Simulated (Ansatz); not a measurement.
# Metal on semiconductor: Si/NiSi2

Aim: where the metal's Fermi level sits in the semiconductor's gap in Si/NiSi2, and what the stack passes. The semiconductor is Si diamond(111), undoped, with its far face capped by hydrogen, and the metal is NiSi2 fluorite(111) turned by 180 degrees (type B), in direct contact. After relaxation the nearest pair at the metal is Si–Si at 2.36 Å, along the normal. The common net has a side of 3.868 Å, which strains the semiconductor by +0.0 % and the metal by +0.7 %, against typed lattice constants near PBE's. The first steps treat the bulk crystals alone.

Method: PBE DFT, plane waves, PAW files, in the first sound run; inputs show where later runs differ, in Ansatz 0.2.0.

### Step 1. Set-up

It takes space group Fd-3m (No. 227, cubic). Conventional cell: a = 5.470 Å, b = 5.470 Å, c = 5.470 Å, α = 90.00°, β = 90.00°, γ = 90.00°. Si has 4 Si at 2.37 Å nearest.

### Step 2. Layer spacing of the electrode, 6 atoms

The electrode is held to the junction's net and relaxed along the normal; its spacing is used for the ideal lead layers.

input.yaml

```yaml
crystal:
  lattice:
    - [3.868, 0.0, 0.0]
    - [-1.934, 3.3497862618, 0.0]
    - [0.0, 0.0, 9.474102032]
  atoms:
    - { symbol: Si, position: [0.0, 0.0, 0.0] }
    - { symbol: Si, position: [0.0, 0.0, 0.25] }
    - { symbol: Si, position: [0.3333333333, 0.6666666667, 0.3333333333] }
    - { symbol: Si, position: [0.3333333333, 0.6666666667, 0.5833333333] }
    - { symbol: Si, position: [0.6666666667, 0.3333333333, 0.6666666667] }
    - { symbol: Si, position: [0.6666666667, 0.3333333333, 0.9166666667] }
kpoints:
  mp_grid: { grid: [12, 12, 3] }
scf:
  occupations: { method: fermi_dirac, width: 0.1 }
  max_iter: 150
hamiltonian:
  xc: pbe
relax:
  f_tol: 0.01
  max_steps: 40
  cell: { fix: [a, b, angles] }
```

Launch:

```console
$ ansatz run input.yaml --threads 8 --pin off --max-ram 24576MiB --backend cpu --events-out ev --progress --plain --runs-dir out
```

Numbers of over 12 decimals in the logs are rounded to 6 here.

Output:

```text
Engine: ansatz 0.2.0, x86_64-unknown-linux-gnu
Pseudopotentials: kind: paw
Pseudopotential: Si, paw, valence charge 4, recommended cutoff 420 eV (normal), Si.paw.azcp
Functional definition: PBE
  parameter kappa = 0.804
  parameter beta = 0.066725
  exchange = pbe_x(kappa = kappa, mu = beta*pi^2/3)
  correlation = pbe_c(beta = beta)
Crystal: 6 atoms, lattice volume = 122.756 Å³
Basis set: ecut = 420 eV, 2431 PW (Γ), exchange–correlation on 54×54×128 points (8 copies of the dense FFT grid, shifted against one another)
Bands: 18, of which v1, the nominal top of the filled ones, is band 12 counted from 1 (11 counted from 0)
Symmetry: 36 space group operations
Space group: R-3m (ITA 166), of the structure as read, at distance tolerance 5.0e-5 Å
k-points: 50 of 432
Non-local potential: Si, projectors of the file, l = 0: 2, l = 1: 2, l = 2: 2
PAW form: soft (Blöchl's): semilocal exchange-correlation on the pseudo side does not see the compensation charge
PAW one-centre angular grid: Si, 110 points (default); XC on 64 Gauss nodes
Initial density: superposition of atomic densities (neutral atoms: chi_scale 0, normalization atom), corrected by the library's trained network
Initial wavefunctions: pseudopotential atomic-orbital guess
Functional: x = pbe(κ = 0.804, μ = 0.219515), c = pbe(β = 0.066725)
SCF iter   1: F=—  HF=-3814.860063 eV  |F-HF|=—  |Δ(HF+E_count)|=         —  Δρ=1.29e-3  dr2=1.36e-3  ethr=1.77e-3  ⟨swp⟩=6.6  Hψ=5602  notcnv=0
preconditioner: auto → Resta (q_TF=auto, 2.079 Å⁻¹)  ε∞=5.4  [insulator: Δε(μ)=0.737 eV  Ē_g=7.830 eV  σ=0.100 eV  W_gap=0.95  n_scr=24 (ndim 8)  ℏωp=16.4 eV  f_vac=0.000  D(μ)=0.04/eV (n_scr^D=0)  ε∞_Penn≈5.4]
SCF iter   2: F=—  HF=-3814.861012 eV  |F-HF|=—  |Δ(HF+E_count)|=   9.49e-4  Δρ=6.96e-4  dr2=4.14e-4  ethr=5.68e-6  ⟨swp⟩=2.3  Hψ=1815  notcnv=0
SCF iter   3: F=—  HF=-3814.861168 eV  |F-HF|=—  |Δ(HF+E_count)|=   1.56e-4  Δρ=8.37e-5  dr2=1.12e-5  ethr=1.73e-6  ⟨swp⟩=2.0  Hψ=1500  notcnv=0
SCF iter   4: F=—  HF=-3814.861179 eV  |F-HF|=—  |Δ(HF+E_count)|=   1.05e-5  Δρ=2.15e-5  dr2=9.42e-7  ethr=4.66e-8  ⟨swp⟩=2.0  Hψ=1500  notcnv=0
iter 5 did not close the SCF: its close was put off for the readings that it lacked (scf_convergence_deferred on its scf_iter line)
SCF iter   5: F=-3814.861179 eV  HF=-3814.861179 eV  |F-HF|=2.62e-8  |Δ(HF+E_count)|=   9.27e-7  Δρ=4.84e-6  dr2=1.59e-8  ethr=3.93e-9  ⟨swp⟩=2.0  Hψ=1496  notcnv=0
SCF iter   6: F=-3814.861179 eV  HF=-3814.861179 eV  |F-HF|=8.87e-11  |Δ(HF+E_count)|=   3.07e-8  Δρ=1.61e-6  dr2=2.12e-9  ethr=6.62e-11  ⟨swp⟩=2.1  Hψ=3018  notcnv=0
SCF 1 converged in 6 iterations: F = -3814.861179 eV  dr2 = 2.12e-9
  greatest PAW one-centre occupation: 0.633 electrons in one spin orbital (limit 2), on the Si atom at site 5 (counted from 0), in its partial waves of l = 0
relax step   1: F+E_penalty+E_count = -3814.86117947 eV  Δ(F+E_penalty+E_count) = +0.000e0 eV  max|allowed force component| = 7.205e-4 eV/Å  Δτ_max = 0.0000 Å  P = +0.003 GPa  Ω = 122.756 Å³  fix = [a, b, alpha, beta, gamma]  reactions: a +0.005, b +0.005 GPa  (6 SCF iters, dr2 threshold 1.00e-7 eV, accepted)
Initial density: handed on by an earlier stage of this run
Initial wavefunctions: pseudopotential atomic-orbital guess (no wavefunctions were taken with the density)
iter 1 solved again at ethr=5.58e-8 eV; its pass at ethr=3.10e-3 eV (dr2=1.34e-5 eV) is discarded
SCF iter   1: F=—  HF=-3814.861177 eV  |F-HF|=—  |Δ(HF+E_count)|=         —  Δρ=1.44e-6  dr2=1.24e-9  ethr=5.58e-8  ⟨swp⟩=3.2  Hψ=8277  notcnv=0
eigensolver tolerance schedule: the retry pair's looser diagonalisation over-reported the residual by 10815.37 of it (diagonalisation noise at 0.24 of the residual, at the tolerance the schedule requests for it); recorded, not acted on — ethr = c·dr2/N_el stays at c = 1.0e-1
preconditioner: auto → Resta (q_TF=auto, 2.079 Å⁻¹)  ε∞=5.4  [insulator: Δε(μ)=0.739 eV  Ē_g=7.831 eV  σ=0.100 eV  W_gap=0.95  n_scr=24 (ndim 8)  ℏωp=16.4 eV  f_vac=0.000  D(μ)=0.04/eV (n_scr^D=0)  ε∞_Penn≈5.4]
SCF iter   2: F=—  HF=-3814.861179 eV  |F-HF|=—  |Δ(HF+E_count)|=   2.05e-6  Δρ=1.12e-6  dr2=1.09e-9  ethr=5.16e-12  ⟨swp⟩=3.2  Hψ=2062  notcnv=0
SCF iter   3: F=—  HF=-3814.861179 eV  |F-HF|=—  |Δ(HF+E_count)|=  1.04e-10  Δρ=4.09e-7  dr2=1.47e-10  ethr=4.54e-12  ⟨swp⟩=2.0  Hψ=1251  notcnv=0
SCF iter   4: F=-3814.861179 eV  HF=-3814.861179 eV  |F-HF|=2.73e-12  |Δ(HF+E_count)|=  4.05e-11  Δρ=1.73e-8  dr2=1.78e-13  ethr=1.00e-12  ⟨swp⟩=4.0  Hψ=2906  notcnv=0
SCF 2 converged in 4 iterations: F = -3814.861179 eV  dr2 = 1.78e-13
relax step   2: F+E_penalty+E_count = -3814.86117947 eV  Δ(F+E_penalty+E_count) = -2.901e-10 eV  max|allowed force component| = 7.204e-4 eV/Å  Δτ_max = 0.0000 Å  P = +0.003 GPa  Ω = 122.756 Å³  fix = [a, b, alpha, beta, gamma]  reactions: a +0.005, b +0.005 GPa  stress off target by 1.20e-3 GPa on what of the cell is left free  SCF on the basis re-selected at this cell (its energy is not comparable with the rows above)  (4 SCF iters)
basis re-selected at this cell: Δ(F+E_penalty+E_count) = -2.901e-10 eV, ΔP = +0.000 GPa vs the last step (what re-selecting the basis moved, of the pressure what is left beyond the Pulay correction that the steps carried, after the strain that the cell walked since its last selection, with what the two solves' SCF thresholds leave and, on support functions, any second-order correction that the steps lacked; it is no  [...]
SCF converged after 4 iterations
Free energy (F): -3814.861179 eV
Harris-Foulkes:  -3814.861179 eV  (|F-HF|=2.73e-12)
Internal energy: -3814.858964 eV  (E = F + TS)
E sigma→0 (E₀):  -3814.860071 eV
Entropy (-TS):   -0.002216 eV (-0.369 meV/atom)
Fermi energy:    6.322458 eV
--- Per-component energies (eV) ---
  E_band       = 24.043848
  E_kinetic    = 240.400167
  E_local      = -168.417913  (includes V_loc(G=0)·N_el)
  E_nonlocal   = 155.251767
  E_hartree    = 45.515315
  E_xc         = -330.364243
  E_vxc        = -279.456073  (∫ρ·V_xc dr)
  E_paw        = -3076.584018  (= ΣΔE_a)
  E_vpaw       = -14.764767  (= ΣTr[D̂ρ^β])
  E_aug_tail   = 0.000038  (compensation charges beyond the density's cutoff)
  E_ewald      = -680.660077
  E_smearing   = -0.002216  (= −TS)
  E_closure    = 0.000000  (closes the sum)
  Σ components = -3814.861179   (vs F -3814.861179, Δ=0.00e0)
--- Forces (eV/Å), atoms counted from 1 ---
  atom   1  Si    -0.00000000     0.00000000    -0.00072036
  atom   2  Si     0.00000000    -0.00000000     0.00072036
  atom   3  Si    -0.00000000     0.00000000    -0.00072036
  atom   4  Si     0.00000000    -0.00000000     0.00072036
  atom   5  Si     0.00000000     0.00000000    -0.00072036
  atom   6  Si    -0.00000000    -0.00000000     0.00072036
  max |Σ_I F_I| component: 3.70e-17 eV/Å
--- Stress (GPa, compression-positive) ---
        0.004993      -0.000000       0.000000
        0.000000       0.004993       0.000000
        0.000000      -0.000000      -0.001198
  P = ⅓ Tr σ = 0.0029 GPa (0.029 kbar)
--- Relaxed structure (1 steps of the walk, 1 accepted, 1 SCFs on fresh bases) ---
  F+E_penalty+E_count = -3814.86117947 eV   max|allowed force component| = 7.204e-4 eV/Å   (the final SCF, on the basis selected at the relaxed cell)
  cell:  # Å, volume = 122.7557 Å³
    - [3.868000, 0.0, 0.0]
    - [-1.934000, 3.349786, 0.0]
    - [0.0, 0.0, 9.474102032]
  atoms:
    - { symbol: Si, position: [0.0, 0.0, 0.0] }
    - { symbol: Si, position: [0.0, 0.0, 0.250000] }
    - { symbol: Si, position: [0.333333, 0.666667, 0.333333] }
    - { symbol: Si, position: [0.333333, 0.666667, 0.583333] }
    - { symbol: Si, position: [0.666667, 0.333333, 0.666667] }
    - { symbol: Si, position: [0.666667, 0.333333, 0.916667] }
```

It took 1.9 s on 8 threads of Intel Xeon 6975P-C (Granite Rapids), shared host; peak memory 0.56 GiB.

Little changed from the start: no atom moved by 0.005 Å and no cell edge by 0.1 %.

Numbers from this step:

* free energy: -3814.8612 eV
* Fermi energy: 6.322 eV
* pressure: 0.002930 GPa

### Step 3. Layer spacing of the electrode, 9 atoms

System of this step: Si2Ni (NiSi2). It takes space group R-3m (No. 166, trigonal). Conventional cell: a = 3.868 Å, b = 3.868 Å, c = 9.356 Å, α = 90.00°, β = 90.00°, γ = 120.00°. Nearest to Si lie 4 Ni at 2.34 to 2.37 Å. Nearest to Ni lie 8 Si at 2.34 to 2.37 Å. Farther neighbours are not listed.

The electrode is held to the junction's net and relaxed along the normal; its spacing is used for the ideal lead layers.

input.yaml, the sections that differ from step 2:

```yaml
crystal:
  lattice:
    - [3.868, 0.0, 0.0]
    - [-1.934, 3.3497862618, 0.0]
    - [0.0, 0.0, 9.3563225771]
  atoms:
    - { symbol: Si, position: [0.0, 0.0, 0.0] }
    - { symbol: Ni, position: [0.6666666667, 0.3333333333, 0.0833333333] }
    - { symbol: Si, position: [0.3333333333, 0.6666666667, 0.1666666667] }
    - { symbol: Si, position: [0.6666666667, 0.3333333333, 0.3333333333] }
    - { symbol: Ni, position: [0.3333333333, 0.6666666667, 0.4166666667] }
    - { symbol: Si, position: [0.0, 0.0, 0.5] }
    - { symbol: Si, position: [0.3333333333, 0.6666666667, 0.6666666667] }
    - { symbol: Ni, position: [0.0, 0.0, 0.75] }
    - { symbol: Si, position: [0.6666666667, 0.3333333333, 0.8333333333] }
# kpoints, scf, hamiltonian, relax: as in step 2
```

Output:

```text
[...]
Crystal: 9 atoms, lattice volume = 121.230 Å³
Basis set: ecut = 420 eV, 2359 PW (Γ), exchange–correlation on 54×54×128 points (8 copies of the dense FFT grid, shifted against one another)
Bands: 48, of which v1, the nominal top of the filled ones, is band 39 counted from 1 (38 counted from 0)
Symmetry: 36 space group operations
[...]
k-points: 50 of 432
[...]
SCF iter   1: F=—  HF=-21337.238195 eV  |F-HF|=—  |Δ(HF+E_count)|=         —  Δρ=1.01e-2  dr2=8.91e-2  ethr=1.77e-3  ⟨swp⟩=7.8  Hψ=10253  notcnv=0  defer=3
[...]
SCF iter   8: F=-21337.228386 eV  HF=-21337.228386 eV  |F-HF|=3.45e-9  |Δ(HF+E_count)|=   1.44e-7  Δρ=2.63e-6  dr2=1.24e-8  ethr=1.28e-10  ⟨swp⟩=4.1  Hψ=8470  notcnv=0
SCF 1 converged in 8 iterations: F = -21337.228386 eV  dr2 = 1.24e-8
[...]
relax step   1: F+E_penalty+E_count = -21337.22838603 eV  Δ(F+E_penalty+E_count) = +0.000e0 eV  max|allowed force component| = 6.706e-2 eV/Å  Δτ_max = 0.0000 Å  P = -0.190 GPa  Ω = 121.230 Å³  fix = [a, b, alpha, beta, gamma]  reactions: a -1.567, b -1.567 GPa  (8 SCF iters, dr2 threshold 1.00e-7 eV, accepted)
Crystal: 9 atoms, lattice volume = 121.790 Å³
Basis set: ecut = 420 eV, 2407 PW (Γ), exchange–correlation on 54×54×128 points (8 copies of the dense FFT grid, shifted against one another)
[...]
SCF iter   6: F=-21337.234503 eV  HF=-21337.234503 eV  |F-HF|=1.63e-8  |Δ(HF+E_count)|=   2.04e-7  Δρ=5.40e-6  dr2=3.40e-8  ethr=4.29e-10  ⟨swp⟩=2.8  Hψ=8406  notcnv=0
SCF 2 converged in 6 iterations: F = -21337.234503 eV  dr2 = 3.40e-8
relax step   2: F+E_penalty+E_count = -21337.23450291 eV  Δ(F+E_penalty+E_count) = -6.117e-3 eV  max|allowed force component| = 4.024e-2 eV/Å  Δτ_max = 0.0013 Å  P = -0.858 GPa  Ω = 121.790 Å³  energy of the carried Pulay correction = -1.481e-4 eV  fix = [a, b, alpha, beta, gamma]  reactions: a -1.921, b -1.921 GPa  (6 SCF iters, dr2 threshold 9.00e-7 eV, accepted)
Crystal: 9 atoms, lattice volume = 122.304 Å³
Basis set: ecut = 420 eV, 2419 PW (Γ), exchange–correlation on 54×54×128 points (8 copies of the dense FFT grid, shifted against one another)
[...]
SCF iter   6: F=-21337.236440 eV  HF=-21337.236440 eV  |F-HF|=1.46e-8  |Δ(HF+E_count)|=   1.91e-7  Δρ=4.87e-6  dr2=2.76e-8  ethr=3.80e-10  ⟨swp⟩=2.8  Hψ=8408  notcnv=0
SCF 3 converged in 6 iterations: F = -21337.236440 eV  dr2 = 2.76e-8
relax step   3: F+E_penalty+E_count = -21337.23644019 eV  Δ(F+E_penalty+E_count) = -1.937e-3 eV  max|allowed force component| = 8.194e-3 eV/Å  Δτ_max = 0.0003 Å  P = -1.452 GPa  Ω = 122.304 Å³  energy of the carried Pulay correction = -2.834e-4 eV  fix = [a, b, alpha, beta, gamma]  reactions: a -2.205, b -2.205 GPa  (6 SCF iters, dr2 threshold 9.00e-7 eV, accepted)
[...]
relax step   4: F+E_penalty+E_count = -21337.23645561 eV  Δ(F+E_penalty+E_count) = -1.543e-5 eV  max|allowed force component| = 2.820e-3 eV/Å  Δτ_max = 0.0005 Å  P = -1.463 GPa  Ω = 122.312 Å³  energy of the carried Pulay correction = -2.855e-4 eV  fix = [a, b, alpha, beta, gamma]  reactions: a -2.195, b -2.195 GPa  (6 SCF iters, dr2 threshold 6.78e-9 eV, accepted)
[...]
SCF iter   6: F=-21337.236763 eV  HF=-21337.236763 eV  |F-HF|=1.09e-11  |Δ(HF+E_count)|=  1.82e-11  Δρ=1.26e-7  dr2=1.42e-11  ethr=1.00e-12  ⟨swp⟩=3.0  Hψ=8880  notcnv=0
SCF 5 converged in 6 iterations: F = -21337.236763 eV  dr2 = 1.42e-11
relax step   5: F+E_penalty+E_count = -21337.23676253 eV  Δ(F+E_penalty+E_count) = -3.069e-4 eV  max|allowed force component| = 2.761e-3 eV/Å  Δτ_max = 0.0000 Å  P = -1.461 GPa  Ω = 122.312 Å³  fix = [a, b, alpha, beta, gamma]  reactions: a -2.195, b -2.195 GPa  stress off target by 6.85e-3 GPa on what of the cell is left free  SCF on the basis re-selected at this cell (its energy is not comparable with the rows above)  (6 SCF iters)
[...]
SCF converged after 6 iterations
Free energy (F): -21337.236763 eV
[...]
Internal energy: -21337.144225 eV  (E = F + TS)
E sigma→0 (E₀):  -21337.190494 eV
Entropy (-TS):   -0.092538 eV (-10.282 meV/atom)
Fermi energy:    12.679644 eV
[...]
--- Forces (eV/Å), atoms counted from 1 ---
  atom   1  Si    -0.00000000     0.00000000     0.00276066
  atom   2  Ni    -0.00000000     0.00000000     0.00000000
  atom   3  Si     0.00000000    -0.00000000    -0.00276066
  atom   4  Si    -0.00000000     0.00000000     0.00276066
  atom   5  Ni    -0.00000000    -0.00000000     0.00000000
  atom   6  Si    -0.00000000    -0.00000000    -0.00276066
  atom   7  Si     0.00000000     0.00000000     0.00276066
  atom   8  Ni     0.00000000     0.00000000     0.00000000
  atom   9  Si    -0.00000000    -0.00000000    -0.00276066
  max |Σ_I F_I| component: 6.17e-17 eV/Å
--- Stress (GPa, compression-positive) ---
       -2.195253      -0.000000       0.000000
       -0.000000      -2.195253       0.000000
       -0.000000       0.000000       0.006852
  P = ⅓ Tr σ = -1.4612 GPa (-14.612 kbar)
--- Relaxed structure (4 steps of the walk, 4 accepted, 1 SCFs on fresh bases) ---
[...]
cell:  # Å, volume = 122.3124 Å³
    - [3.868000, 0, 0]
    - [-1.934000, 3.349786, 0]
    - [0, 0, 9.439892]
  atoms:
    - { symbol: Si, position: [0, 0, -0.000118575] }
    - { symbol: Ni, position: [0.666667, 0.333333, 0.083333] }
    - { symbol: Si, position: [0.333333, 0.666667, 0.166785] }
    - { symbol: Si, position: [0.666667, 0.333333, 0.333215] }
    - { symbol: Ni, position: [0.333333, 0.666667, 0.416667] }
    - { symbol: Si, position: [0, 0, 0.500119] }
    - { symbol: Si, position: [0.333333, 0.666667, 0.666548] }
    - { symbol: Ni, position: [0, 0, 0.750000] }
    - { symbol: Si, position: [0.666667, 0.333333, 0.833452] }
```

Elapsed: 9.2 s, on 8 threads; peak memory 0.79 GiB; 60 s of CPU time.

This run has no spin polarisation, although Ni can carry a moment.

Relaxation path:

```
step  energy less that of the first step (eV)  largest force component (eV/Å)  pressure (GPa)  volume (Å³)
   1                                   0.0000                          0.0671           -0.19       121.23
   2                                  -0.0061                          0.0402           -0.86       121.79
   3                                  -0.0081                          0.0082           -1.45       122.30
   4                                  -0.0081                          0.0028           -1.46       122.31
  5*                                  -0.0084                          0.0028           -1.46       122.31
```

Relaxation steps marked * repeat the geometry before them on a plane-wave basis chosen anew for their cell, so energy and pressure can jump there.

The run keeps the 36 symmetry operations that it works with, so distortions that break them were not tested.

```csv
"conventional cell, symmetrised",before,after,change
a (Å),3.868,3.868,-0.0 %
b (Å),3.868,3.868,-0.0 %
c (Å),9.356,9.440,+0.9 %
volume (Å³/atom),13.47,13.59,+0.9 %
```

This step gave:

| Item | Value |
| --- | --- |
| free energy | -21337.2368 eV |
| Fermi energy | 12.68 eV |
| pressure | -1.461 GPa |

The relaxation ends with a largest force component of 0.0028 eV/Å.

[end of part 1 of 5]

[Logs are printed without paths, hosts, clocks, repeated set-up lines and the standing remarks that a program may print on its own settings, such as how far it seeks lower states.]

[Hosts, paths, dates, database ids (printed as entryN), source tags and the programs' standing remarks are cut or masked in the printed files.]
